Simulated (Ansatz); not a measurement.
# TiSe2: the cost of one run

Method: DFT r2SCAN, scalar-relativistic, plane waves, PAW, in Ansatz 0.2.0.

A COD entry behind a cell of this session may itself be a prediction, so a difference from it is no test against experiment.

1 further run of the same task is left out (set aside as unsound or not needed).

### Step 1. Starting point

The structure is trigonal, space group P-3m1 (No. 164). Conventional cell: a = 3.559 Å, b = 3.559 Å, c = 6.317 Å, α = 90.00°, β = 90.00°, γ = 120.00°. Ti (site symmetry -3m) has 6 Se at 2.56 Å as nearest neighbours. Se (site symmetry 3m) has 3 Ti at 2.56 Å as nearest neighbours.

Structure file:

```xyz
3
Lattice="3.5589 0.0000 0.0000 -1.7794 3.0821 0.0000 0.0000 0.0000 6.3171" Properties=species:S:1:pos:R:3 pbc="T T T"
Ti    0.0000    0.0000    0.0000
Se    0.0000    2.0547    1.5191
Se    1.7794    1.0274    4.7981
```

This cell was relaxed beforehand with the same method: volume 23.10 Å³/atom, gap on the mesh none (metal).

### Step 2. Bands, states and charges

The input, input.yaml:

```yaml
crystal:
  lattice:
    - [3.5588700559, 0.0, 0.0]
    - [-1.7794350279, 3.0820718772, 0.0]
    - [0.0, 0.0, 6.3171239174]
  atoms:
    - { symbol: Ti, position: [0.0, 0.0, 0.0] }
    - { symbol: Se, position: [0.3333333333, 0.6666666667, 0.2404673054] }
    - { symbol: Se, position: [0.6666666667, 0.3333333333, 0.7595326946] }
basis:
  ecutwfc: 500
kpoints:
  mp_grid: { grid: [12, 12, 8] }
  band_path:
    path:
      - [[0.0, 0.0, 0.0], [0.5, 0.0, 0.0], [0.33333333, 0.33333333, 0.0], [0.0, 0.0, 0.0], [0.0, 0.0, 0.5], [0.5, 0.0, 0.5], [0.33333333, 0.33333333, 0.5], [0.0, 0.0, 0.5]]
      - [[0.5, 0.0, 0.5], [0.5, 0.0, 0.0]]
      - [[0.33333333, 0.33333333, 0.5], [0.33333333, 0.33333333, 0.0]]
    npoints: 14
hamiltonian:
  xc: r2scan
scf:
  occupations: { method: gaussian, width: 0.1 }
  n_extra_bands: 7
output:
  forces: true
  stress: true
  eigenvalues: true
  populations: true
  dos: { projected: true, de: 0.02, nscf_kmesh: { grid: [18, 18, 12] } }
  bader: true
  write_density: true
  write_potential: true
  elf: true
  volumetric_format: npy
```

On the command line:

```bash
ansatz run input.yaml --threads 1 --pin off --max-ram 2560MiB --backend cpu --events-out ev --progress --plain --runs-dir out
```

**Question.** How long does this run take on 1 thread of Arm Neoverse V2, shared host, and how much memory does it need?

About 100 s, with a peak of 0.87 GiB.
